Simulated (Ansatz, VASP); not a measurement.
## Sb: VASP beside Ansatz

Contents of INCAR:

```
SYSTEM = Sb
PREC = Accurate
ENCUT = 520
EDIFF = 1E-6
ISMEAR = -1
SIGMA = 0.05
LREAL = .False.
LASPH = .True.
NELM = 100
ALGO = Normal
ISIF = 2
LWAVE = .False.
LCHARG = .False.
GGA = PS
NBANDS = 8
```

KPOINTS

```
regular mesh
0
Gamma
  16 16 16
  0 0 0
```

Contents of POSCAR:

```
Sb
1.0
   -1.4995762152      1.4995762152      1.4995762152
    1.4995762152     -1.4995762152      1.4995762152
    1.4995762152      1.4995762152     -1.4995762152
Sb
1
Direct
    0.0000000000      0.0000000000      0.0000000000
```

Input for Ansatz:

```yaml
crystal:
  lattice:
    - [-1.4995762152, 1.4995762152, 1.4995762152]
    - [1.4995762152, -1.4995762152, 1.4995762152]
    - [1.4995762152, 1.4995762152, -1.4995762152]
  atoms:
    - { symbol: Sb, position: [0.0, 0.0, 0.0] }
kpoints:
  mp_grid: { grid: [16, 16, 16] }
scf:
  occupations: { method: fermi_dirac, width: 0.05 }
hamiltonian:
  xc: pbesol
  pseudopotentials: { kind: paw }
output:
  forces: true
  stress: true
  eigenvalues: true
  populations: true
```

Change from the starting cell: volume scaled by 0.52, PAW files.

Alike in both runs: task single point; functional PBEsol; k mesh 16 × 16 × 16; occupations fermi-dirac, width 0.05 eV; no spin polarisation.

|  | VASP | Ansatz |
| --- | --- | --- |
| version | VASP 6.6.1 | Ansatz 0.2.0 |
| potentials or method | VASP PAW PBE potentials, release 64 (Sb) | PAW with Ansatz's default frozen-core files, scalar-relativistic |
| plane-wave cutoff (eV) | 520 | 420 |
| valence electrons in the cell | 5 | 15 |

```tsv
	VASP	Ansatz	Ansatz less VASP
pressure (GPa)	209.1	202.2	-6.86
```

The two sets of potentials don't hold the same shells in valence.

Caveats: the cell as given lies far from equilibrium; so large a pressure means that the cell lies far from this level's equilibrium, or that cutoff or potentials fall short (VASP); the potentials were made for another functional, which shifts forces and pressure (VASP). The runs have no spin-orbit coupling, so splittings on Sb are missing.
